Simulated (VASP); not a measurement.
# Ta (Im-3m) in VASP: further runs

Runs on Ta. Level: PBE. Tasks: relaxation of cell and atoms, vibrations by finite differences.

Program: VASP 6.6.1. These are calculated values, not measurements. Logs are shortened: lines on timing, memory, paths and dates and some standing lists are left out, and cuts for length are marked.

## Step 1: The structure

Symmetry: Im-3m, No. 229, cubic system. Conventional cell: a = 3.303 Å, b = 3.303 Å, c = 3.303 Å, α = 90.00°, β = 90.00°, γ = 90.00°. Around Ta (site symmetry m-3m) lie 8 Ta at 2.86 Å.

## Step 2: Relaxation of cell and atoms, PBE, collinear spin, ferromagnetic start

File INCAR:

```
SYSTEM = Ta
ALGO     = Normal         ! electronic algorithm
EDIFF    = 1E-7           ! SCF threshold, eV
EDIFFG   = -0.002         ! ionic threshold
ENCUT    = 520            ! plane-wave cutoff, eV
GGA      = PE             ! functional
IBRION   = 2              ! ionic algorithm
ISIF     = 3              ! what is computed and relaxed
ISMEAR   = 0              ! smearing method
ISPIN    = 2              ! spin polarisation
LASPH    = .TRUE.         ! aspherical terms in the spheres
LCHARG   = .FALSE.        ! write CHGCAR
LMAXMIX  = 4              ! l up to which the mixer works
LORBIT   = 11             ! projections on sites
LREAL    = .FALSE.        ! projectors in reciprocal space
LWAVE    = .FALSE.        ! write WAVECAR
MAGMOM   = 1              ! initial moments
NELM     = 120            ! most SCF steps
NSW      = 80             ! ionic steps
PREC     = Accurate       ! precision mode
SIGMA    = 0.1            ! smearing width, eV
```

File KPOINTS:

```
k-points
0
G
  18 18 18
  0 0 0
```

File POSCAR:

```
Ta
1.0
   -1.6512800000      1.6512800000      1.6512800000
    1.6512800000     -1.6512800000      1.6512800000
    1.6512800000      1.6512800000     -1.6512800000
Ta
1
Direct
    0.0000000000      0.0000000000      0.0000000000
```

Potentials or basis: VASP PAW PBE potentials, release 64 (Ta_pv).

Command:

```
$ cat potpaw_PBE.64/Ta_pv/POTCAR > POTCAR
$ mpirun -np 1 vasp_std > vasp.out
```

OUTCAR:

```text
SYSTEM = Ta
   EDIFF = 1E-7
   EDIFFG = -0.002
   ENCUT = 520
   GGA = PE
   IBRION = 2
   ISIF = 3
   ISMEAR = 0
   ISPIN = 2
   LASPH = .TRUE.
   LORBIT = 11
   LREAL = .FALSE.
   NELM = 120
   NSW = 80
   PREC = Accurate

 ion  position               nearest neighbor table
   1  0.000  0.000  0.000-

  LATTYP: Found a body centered cubic cell.
 ALAT       =     3.3025600000

  Lattice vectors:

 A1 = (  -1.6512800000,   1.6512800000,   1.6512800000)
 A2 = (   1.6512800000,  -1.6512800000,   1.6512800000)
 A3 = (   1.6512800000,   1.6512800000,  -1.6512800000)

Analysis of symmetry for initial positions (statically):
=====================================================================
 Subroutine PRICEL returns:
 Original cell was already a primitive cell.

 Routine SETGRP: Setting up the symmetry group for a
 body centered cubic supercell.

 Subroutine GETGRP returns: Found 48 space group operations
 (whereof 48 operations were pure point group operations)
 out of a pool of 48 trial point group operations.

The static configuration has the point symmetry O_h .

Analysis of symmetry for dynamics (positions and initial velocities):
=====================================================================
 Subroutine PRICEL returns:
 Original cell was already a primitive cell.

 Routine SETGRP: Setting up the symmetry group for a
 body centered cubic supercell.

 Subroutine GETGRP returns: Found 48 space group operations
 (whereof 48 operations were pure point group operations)
 out of a pool of 48 trial point group operations.

The dynamic configuration has the point symmetry O_h .

Analysis of structural, dynamic, and magnetic symmetry:
=====================================================================
 Subroutine PRICEL returns:
 Original cell was already a primitive cell.

 Routine SETGRP: Setting up the symmetry group for a
 body centered cubic supercell.

 Subroutine GETGRP returns: Found 48 space group operations
 (whereof 48 operations were pure point group operations)
 out of a pool of 48 trial point group operations.

The overall configuration has the point symmetry O_h .

 Subroutine INISYM returns: Found 48 space group operations
 (whereof 48 operations are pure point group operations),
 and found     1 'primitive' translations

----------------------------------------------------------------------------------------

                                     Primitive cell

  volume of cell :      18.0104

  direct lattice vectors                    reciprocal lattice vectors
    -1.651280000  1.651280000  1.651280000     0.000000000  0.302795407  0.302795407
     1.651280000 -1.651280000  1.651280000     0.302795407  0.000000000  0.302795407
     1.651280000  1.651280000 -1.651280000     0.302795407  0.302795407  0.000000000

  length of vectors
     2.860100858  2.860100858  2.860100858     0.428217371  0.428217371  0.428217371

  position of ions in fractional coordinates (direct lattice)
     0.000000000  0.000000000  0.000000000

  ion indices of the primitive-cell ions
   primitive index   ion index
                 1           1

----------------------------------------------------------------------------------------

 KPOINTS: k-points

Automatic generation of k-mesh.
 Grid dimensions read from file:
 generate k-points for:   18   18   18

 Generating k-lattice:

  Cartesian coordinates                     Fractional coordinates (reciprocal lattice)
     0.000000000  0.016821967  0.016821967     0.055555556  0.000000000  0.000000000
     0.016821967  0.000000000  0.016821967     0.000000000  0.055555556  0.000000000
     0.016821967  0.016821967  0.000000000     0.000000000  0.000000000  0.055555556

  Length of vectors
     0.023789854  0.023789854  0.023789854

  Shift w.r.t. Gamma in fractional coordinates (k-lattice)
     0.000000000  0.000000000  0.000000000

 Subroutine IBZKPT returns following result:
 ===========================================

 Found    195 irreducible k-points:

 Following reciprocal coordinates:
            Coordinates               Weight
  0.000000  0.000000  0.000000      1.000000
  0.055556  0.000000  0.000000     12.000000
  0.111111  0.000000  0.000000     12.000000
  0.166667  0.000000  0.000000     12.000000
  0.222222  0.000000  0.000000     12.000000
  0.277778  0.000000  0.000000     12.000000
[... 16 lines left out ...]
  0.333333  0.111111  0.000000     48.000000
  0.388889  0.111111  0.000000     48.000000
 [... further k-points ...]
   k-points           NKPTS =    195   k-points in BZ     NKDIM =    195   number of bands    NBANDS=     10
   number of dos      NEDOS =    301   number of ions     NIONS =      1
   total plane-waves  NPLWV =  13824
   dimension x,y,z NGX =    24 NGY =   24 NGZ =   24
   dimension x,y,z NGXF=    48 NGYF=   48 NGZF=   48
   ions per type =               1
   NGX,Y,Z   is equivalent  to a cutoff of  13.95, 13.95, 13.95 a.u.
   NGXF,Y,Z  is equivalent  to a cutoff of  27.90, 27.90, 27.90 a.u.
 SYSTEM =  Ta
   PREC   = accura    normal or accurate (medium, high low for compatibility)
   ISTART =      0    job   : 0-new  1-cont  2-samecut
   ICHARG =      2    charge: 1-file 2-atom 10-const
   ISPIN  =      2    spin polarized calculation?
   LNONCOLLINEAR =      F non collinear calculations
   LSORBIT =      F    spin-orbit coupling
   LASPH  =      T    aspherical Exc in radial PAW
   ENCUT  =  520.0 eV  38.22 Ry    6.18 a.u.   5.32  5.32  5.32*2*pi/ulx,y,z
   NELM   =    120;   NELMIN=  2; NELMDL= -5     # of ELM steps
   EDIFF  = 0.1E-06   stopping-criterion for ELM
   LREAL  =      F    real-space projection
   EDIFFG = -.2E-02   stopping-criterion for IOM
   NSW    =     80    number of steps for IOM
   IBRION =      2    ionic relax: 0-MD 1-quasi-New 2-CG
   NFREE  =      1    steps in history (QN), initial steepest desc. (CG)
   ISIF   =      3    stress and relaxation
   ISYM   =      2    0-nonsym 1-usesym 2-fastsym
   POTIM  = 0.5000    time-step for ionic-motion
   TEBEG  =    0.0;   TEEND  =   0.0 temperature during run
   PSTRESS=    0.0 pullay stress
   NELECT =      11.0000    total number of electrons
   NUPDOWN=      -1.0000    fix difference up-down
   EMIN   =  10.00;   EMAX   =-10.00  energy-range for DOS
   EFERMI =   0.00;   METHOD = LEGACY
   ISMEAR =     0;   SIGMA  =   0.10  broadening in eV -4-tet -1-fermi 0-gaus
   EFERMI_NEDOS =   21; number of points for ismear=-14 and -15
   IALGO  =     38    algorithm
   IMIX   =      4    mixing-type and parameters
     AMIX     =   0.40;   BMIX     =  1.00
     AMIX_MAG =   1.60;   BMIX_MAG =  1.00
  volume/ion in A,a.u.               =      18.01       121.54
  Fermi-wavevector in a.u.,A,eV,Ry     =   1.388988  2.624806 26.249534  1.929286
  Thomas-Fermi vector in A             =   2.513061
   LORBIT       =     11    0 simple, 1 ext, 2 COOP (PROOUT), +10 PAW based schemes
   GGA     = PE    functional components
   LHFCALC =     F    Hartree Fock is set to
   AEXX    =    0.0000 exact exchange contribution
   IVDW    =     0    specifies the selected vdW correction
   LEPSILON=     F    determine dielectric tensor
   LRPA    =     F    only Hartree local field effects (RPA)
 conjugate gradient relaxation of ions
 spin polarized calculation
 Gauss-broadening in eV      SIGMA  =   0.10
  energy-cutoff  :      520.00
  volume of cell :       18.01
 maximum number of plane-waves:       498
 NGX is ok and might be reduce to    24
   NGX = 11   NGY = 11   NGZ = 11

--------------------------------------- Ionic step        1  -------------------------------------------

 number of electron      11.0000002 magnetization       0.0001289

 number of electron      11.0000002 magnetization      -0.0001066

 Free energy of the ion-electron system (eV)
  ---------------------------------------------------
  ext. energy  EPLUGINS =         0.00000000
  ---------------------------------------------------
  free energy    TOTEN  =       -11.81363495 eV

  energy without entropy =      -11.80757940  energy(sigma->0) =      -11.81060717

------------------------ aborting loop because EDIFF is reached ----------------------------------------

  FORCE on cell =-STRESS in cart. coord.  units (eV):
  Direction    XX          YY          ZZ          XY          YZ          ZX
  --------------------------------------------------------------------------------------
  -------------------------------------------------------------------------------------
  Total        0.3426517      0.3426517      0.3426517      0.0000000      0.0000000      0.0000000
  in kB       30.4818483     30.4818483     30.4818483      0.0000000      0.0000000      0.0000000
  external PRESSURE =      30.4818483 kB  Pullay stress =       0.0000000 kB
[... 90 lines left out ...]
  FREE ENERGIE OF THE ION-ELECTRON SYSTEM (eV)
  ---------------------------------------------------
  free  energy   TOTEN  =       -11.8162245916 eV

  energy  without entropy=      -11.8101364206  energy(sigma->0) =      -11.81318051

[... ionic steps 4 to 12 ...]

--------------------------------------- Ionic step       13  -------------------------------------------

 number of electron      11.0000001 magnetization       0.0000000

------------------------ aborting loop because EDIFF is reached ----------------------------------------
[... 67 lines left out ...]
 number of electron      11.0000001 magnetization       0.0000000

 number of electron      11.0000001 magnetization      -0.0000000

 Free energy of the ion-electron system (eV)
  ---------------------------------------------------
  ext. energy  EPLUGINS =         0.00000000
  ---------------------------------------------------
  free energy    TOTEN  =       -11.81622492 eV

  energy without entropy =      -11.81013718  energy(sigma->0) =      -11.81318105

 E-fermi :   5.3746     XC(G=0): -12.5409

 val. band max:        5.3541368602   @ k =   0.1111   0.1111   0.0000
 cond. band min:       5.3763337478   @ k =   0.3333   0.1667   0.0556
 fundamental gap:      0.0221968876
 Fermi energy:         5.3745784306

 spin component 1

 k-point     1 :       0.0000    0.0000    0.0000
  band No.  band energies     occupation
      1     -27.7660      1.00000
      2     -27.7660      1.00000
      3     -27.7660      1.00000
      4      -2.4935      1.00000
      5       6.0996      0.00000
      6       6.0996      0.00000
      7       6.0996      0.00000
      8       9.3194      0.00000
      9       9.3194      0.00000
     10      20.0117      0.00000
[... 287 lines left out ...]
 k-point    24 :       0.3889    0.1111    0.0000
  band No.  band energies     occupation
      1     -28.8133      1.00000
      2     -28.1579      1.00000
      3     -27.8215      1.00000
      4       1.4376      1.00000
      5       3.9830      1.00000
      6       5.9801      0.00000
      7       9.0651      0.00000
      8      10.3315      0.00000
      9      13.1165      0.00000
     10      16.6422      0.00000

 [... further k-points ...]

 spin component 2

 k-point     1 :       0.0000    0.0000    0.0000
  band No.  band energies     occupation
      1     -27.7660      1.00000
      2     -27.7660      1.00000
      3     -27.7660      1.00000
      4      -2.4935      1.00000
      5       6.0996      0.00000
      6       6.0996      0.00000
      7       6.0996      0.00000
      8       9.3194      0.00000
      9       9.3194      0.00000
     10      20.0117      0.00000
[... 327 lines left out ...]
  FREE ENERGIE OF THE ION-ELECTRON SYSTEM (eV)
  ---------------------------------------------------
  free  energy   TOTEN  =       -11.8162249210 eV

  energy  without entropy=      -11.8101371834  energy(sigma->0) =      -11.81318105

 reached required accuracy - stopping structural energy minimisation

 total charge

# of ion       s       p       d       tot
------------------------------------------
    1        0.368   6.166   2.373   8.906

 magnetization (x)

# of ion       s       p       d       tot
------------------------------------------
    1       -0.000   0.000   0.000   0.000
```

It took 2.7 min on 1 thread of Intel Xeon Platinum 8488C (Sapphire Rapids), shared host; peak memory 0.21 GiB.

Results:

```
Free energy                                           : -11.8162 eV
Relaxed volume                                        : 18.29 Å³/atom
Relaxed cell                                          : a = 2.875 Å, b = 2.875 Å, c = 2.875 Å, α = 109.47°, β = 109.47°, γ = 109.47°
Space group after relaxing (to 0.05 Å)                : Im-3m (No. 229)
Energy gained by relaxing                             : 2.6 meV/atom
Ionic steps                                           : 15
Pressure after relaxing                               : 0.0 GPa
Band gap on the k mesh                                : none (metal or under the smearing width)
Net moment                                            : 0.00 μB per cell
Valence electrons inside the program's atomic spheres : Ta 8.91
```

The path:
| step | energy change (eV) | largest force (eV/Å) | pressure (GPa) | volume (Å³) |
| --- | --- | --- | --- | --- |
| 1 | 0.0000 | 0.0000 | 3.05 | 18.01 |
| 2 | 0.0101 | 0.0000 | -6.23 | 18.92 |
| 3 | -0.0026 | 0.0000 | -0.03 | 18.29 |
| 4 | -0.0026 | 0.0000 | 0.03 | 18.28 |
| 5 | -0.0026 | 0.0000 | 0.04 | 18.28 |
| 6 | -0.0026 | 0.0000 | 0.04 | 18.28 |
| 7 | -0.0026 | 0.0000 | 0.03 | 18.28 |
| 8 | -0.0026 | 0.0000 | 0.03 | 18.28 |
| 9 | -0.0026 | 0.0000 | 0.03 | 18.28 |
| 10 | -0.0026 | 0.0000 | 0.03 | 18.28 |
| 11 | -0.0026 | 0.0000 | 0.03 | 18.28 |
| 12 | -0.0026 | 0.0000 | 0.03 | 18.28 |
| 13 | -0.0026 | 0.0000 | 0.03 | 18.28 |
| 14 | -0.0026 | 0.0000 | 0.03 | 18.28 |
| 15 | -0.0026 | 0.0000 | 0.01 | 18.29 |

Final structure:
```
CELL_PARAMETERS angstrom
-1.65965 1.65965 1.65965
1.65965 -1.65965 1.65965
1.65965 1.65965 -1.65965
ATOMIC_POSITIONS crystal
Ta 0.00000 0.00000 0.00000
```

Levels at points of the mesh, in eV from the Fermi level:
Spin up:
| k point | band 3 | band 4 | band 5 | band 6 | band 7 | band 8 |
| --- | --- | --- | --- | --- | --- | --- |
| (0.00, 0.00, 0.00) | -33.14 | -7.87 | 0.73 | 0.73 | 0.73 | 3.94 |
| (0.50, 0.00, 0.00) | -33.15 | -4.32 | -1.51 | 1.51 | 3.82 | 4.83 |
| (0.50, 0.50, 0.50) | -33.92 | -3.72 | -3.72 | 6.70 | 6.70 | 6.70 |
Spin down:
```tsv
k point	band 2	band 3	band 4	band 5	band 6	band 7	band 8	band 9
(0.00, 0.00, 0.00)	-33.14	-33.14	-7.87	0.73	0.73	0.73	3.94	3.94
(0.50, 0.00, 0.00)	-33.50	-33.15	-4.32	-1.51	1.51	3.82	4.83	7.64
(0.50, 0.50, 0.50)	-33.92	-33.92	-3.72	-3.72	6.70	6.70	6.70	8.51
```

Spin-orbit coupling is left out, which matters for the levels of Ta. Zero-point motion and thermal expansion aren't in these numbers.

## Step 3: Relaxation of cell and atoms, PBE, collinear spin, ferromagnetic start

This run uses another cell than the first one, of 18.29 Å³/atom, 1.015 times its volume.

INCAR is that of step 2.

KPOINTS is that of step 2.

File POSCAR:

```
Ta                                      
1.0
   -1.6596469980      1.6596469980      1.6596469980
    1.6596469980     -1.6596469980      1.6596469980
    1.6596469980      1.6596469980     -1.6596469980
  Ta            
     1
Direct
     0.0000000000000000    0.0000000000000000    0.0000000000000000
```

Potentials or basis: VASP PAW PBE potentials, release 64 (Ta_pv).

Command:

```
$ cat potpaw_PBE.64/Ta_pv/POTCAR > POTCAR
$ mpirun -np 1 vasp_std > vasp.out
```

Run time: 40 s. Hardware: 1 thread of Intel Xeon Platinum 8488C (Sapphire Rapids), shared host; peak memory 0.2 GiB.

It converged, with:

* Free energy: -11.8163 eV
* Pressure after relaxing: 0.0 GPa
* Band gap on the k mesh: none (metal or under the smearing width)
* Net moment: 0.00 μB per cell
* Valence electrons inside the program's atomic spheres: Ta 8.91

Final structure:
```xyz
1
Lattice="-1.6596 1.6596 1.6596 1.6596 -1.6596 1.6596 1.6596 1.6596 -1.6596" Properties=species:S:1:pos:R:3 pbc="T T T"
Ta    0.0000    0.0000    0.0000
```

Levels at points of the mesh, in eV from the Fermi level:
Spin up:
| k point | band 2 | band 3 | band 4 | band 5 | band 6 | band 7 | band 8 | band 9 |
| --- | --- | --- | --- | --- | --- | --- | --- | --- |
| (0.00, 0.00, 0.00) | -33.14 | -33.14 | -7.87 | 0.72 | 0.72 | 0.72 | 3.94 | 3.94 |
| (0.50, 0.00, 0.00) | -33.50 | -33.15 | -4.32 | -1.51 | 1.51 | 3.82 | 4.83 | 7.64 |
| (0.50, 0.50, 0.50) | -33.92 | -33.92 | -3.72 | -3.72 | 6.70 | 6.70 | 6.70 | 8.51 |
Spin down:
```tsv
k point	band 2	band 3	band 4	band 5	band 6	band 7	band 8	band 9
(0.00, 0.00, 0.00)	-33.14	-33.14	-7.87	0.72	0.72	0.72	3.94	3.94
(0.50, 0.00, 0.00)	-33.50	-33.15	-4.32	-1.51	1.51	3.82	4.83	7.64
(0.50, 0.50, 0.50)	-33.92	-33.92	-3.72	-3.72	6.70	6.70	6.70	8.51
```

Caveat: the relaxation stopped at its first step, so nothing moved. The run has no spin-orbit coupling, so splittings on Ta are missing.

## Step 4: Vibrations by finite differences, PBE, collinear spin, ferromagnetic start

This run uses another cell than the first one, of 18.29 Å³/atom, 1.015 times its volume.

File INCAR:

```
  PREC = Accurate
  ENCUT = 520
  EDIFF = 1E-8
  ISMEAR = 0
  SIGMA = 0.1
  LREAL = F
  LASPH = T
  NELM = 120
  ALGO = Normal
  ISIF = 3
  LWAVE = F
  LCHARG = F
  ISPIN = 2
  MAGMOM = 1
  LORBIT = 11
  LMAXMIX = 4
  GGA = PE
  NBANDS = 16
  IBRION = 6
  NFREE = 2
  POTIM = 0.015
  NSW = 1
```

File KPOINTS:

```
Automatic mesh
0
Gamma
  18 18 18
```

POSCAR is that of step 3.

Command:

```
$ cat potpaw_PBE.64/Ta_pv/POTCAR > POTCAR
$ mpirun -np 1 vasp_std > vasp.out
```

Run time: 34 min. Hardware: 1 thread of Intel Xeon Platinum 8488C (Sapphire Rapids), shared host; peak memory 1.2 GiB.

It converged, with:

```
Net moment                                            : 0.00 μB per cell
Valence electrons inside the program's atomic spheres : Ta 8.91
Elastic constants C11, C12, C44                       : 264, 161, 74 GPa
Voigt bulk modulus                                    : 195 GPa
```

Elastic tensor in Voigt notation (GPa, in the Cartesian axes of the cell as first typed):
```
264 161 161   0   0   0
161 264 161   0   0   0
161 161 264   0   0   0
  0   0   0  74   0   0
  0   0   0   0  74   0
  0   0   0   0   0  74
```

Clamped-ion elastic tensor (GPa):
```
264 161 161   0   0   0
161 264 161   0   0   0
161 161 264   0   0   0
  0   0   0  74   0   0
  0   0   0   0  74   0
  0   0   0   0   0  74
```
